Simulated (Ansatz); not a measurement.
Here is an Ansatz 0.2.0 calculation.

input.yaml

```yaml
crystal:
  lattice:
    - [3.55919028, 0.0, 0.0]
    - [0.0, 3.55919028, 0.0]
    - [0.0, 0.0, 3.55919028]
  atoms:
    - { symbol: Pt, position: [0.0, 0.0, 0.0] }
    - { symbol: Te, position: [0.5, 0.5, 0.5] }
hamiltonian:
  xc: r2scan
  pseudopotentials: { kind: paw }
kpoints:
  mp_grid: { grid: [8, 8, 8] }
  band_path:
    path:
      - [[0.0, 0.0, 0.0], [0.0, 0.5, 0.0], [0.5, 0.5, 0.0], [0.0, 0.0, 0.0], [0.5, 0.5, 0.5], [0.0, 0.5, 0.0]]
      - [[0.5, 0.5, 0.0], [0.5, 0.5, 0.5]]
    npoints: 14
scf:
  occupations: { method: fermi_dirac, width: 0.05 }
  n_extra_bands: 6
output:
  forces: true
  stress: true
  eigenvalues: true
  fatbands: true
  write_density: true
  write_potential: true
  elf: true
  volumetric_format: npy
```

Potentials or basis: Ansatz PAW.

The run is started by

```sh
$ ansatz run input.yaml --threads 2 --pin off --max-ram 5632MiB --backend cpu --events-out ev --progress --plain --runs-dir out
```

Q: Estimate the band gap on the k mesh.

A: None (metal or under the smearing width).

Q: Estimate the pressure.

A: -11.2 GPa.

Levels at the corners of the path, in eV from the Fermi level:
```csv
point,band 14,band 15,band 16,band 17,band 18,band 19,band 20,band 21
Γ,-2.32,-2.32,-1.35,-1.35,-1.35,0.24,7.18,7.18
X,-3.53,-2.26,-1.65,1.99,1.99,4.79,5.12,5.99
M,-2.87,-2.87,-1.97,-1.68,-0.40,0.52,8.44,8.44
Γ,-2.32,-2.32,-1.35,-1.35,-1.35,0.24,7.18,7.18
R,-1.64,-1.64,0.91,0.91,0.91,1.61,1.63,1.63
X,-3.53,-2.26,-1.65,1.99,1.99,4.79,5.12,5.99
M,-2.87,-2.87,-1.97,-1.68,-0.40,0.52,8.44,8.44
R,-1.64,-1.64,0.91,0.91,0.91,1.61,1.63,1.63
```

Caveat: spin-orbit coupling is left out, which moves the levels of the heavy elements; the PAW data sets come from PBE, with cores solved anew for the run's functional, which leaves a small shift of forces and pressure.
